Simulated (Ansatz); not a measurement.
# BaO: the cost of one run

Method: DFT PBEsol, frozen-core PAW, scalar-relativistic unless said, in Ansatz 0.2.0.

7 further runs of the same task are left out: 7 set aside as unsound or not needed.

## 1. The structure to begin with

Symmetry: Fm-3m, No. 225, cubic system. Conventional cell: a = 5.500 Å, b = 5.500 Å, c = 5.500 Å, α = 90.00°, β = 90.00°, γ = 90.00°. Around Ba (site symmetry m-3m) lie 6 O at 2.75 Å. O (site symmetry m-3m) has 6 Ba at 2.75 Å as nearest neighbours.

Coordinates:

```
Ba O
1.0
     2.75000    2.75000    0.00000
    -2.75000    2.75000    0.00000
     0.00000    2.75000    2.75000
Ba O
1 1
Direct
  0.00000 0.00000 0.00000
  0.50000 0.50000 0.00000
```

Cartesian axes are those of the input's lattice vectors. The structure goes back to a database entry.

## 2. Cell and atoms relaxed, PAW

input.yaml reads:

```yaml
crystal:
  lattice:
    - [2.75, 2.75, 0.0]
    - [-2.75, 2.75, 0.0]
    - [0.0, 2.75, 2.75]
  atoms:
    - { symbol: Ba, position: [0.0, 0.0, 0.0] }
    - { symbol: O, position: [0.5, 0.5, 0.0] }
kpoints:
  mp_grid: { grid: [12, 12, 12] }
scf:
  occupations: { method: fermi_dirac, width: 0.1 }
hamiltonian:
  xc: pbesol
  pseudopotentials: { kind: paw }
relax:
  f_tol: 0.002
  max_steps: 80
  cell: {}
output:
  forces: true
  stress: true
```

Launch:

```
> ansatz run input.yaml --threads 1 --pin off --max-ram 3072MiB --backend cpu --events-out ev --progress --plain --runs-dir out
```

What time and memory should one allow on 1 thread of Arm Neoverse V2, shared host?

About 7.2 s, with a peak of 0.34 GiB.
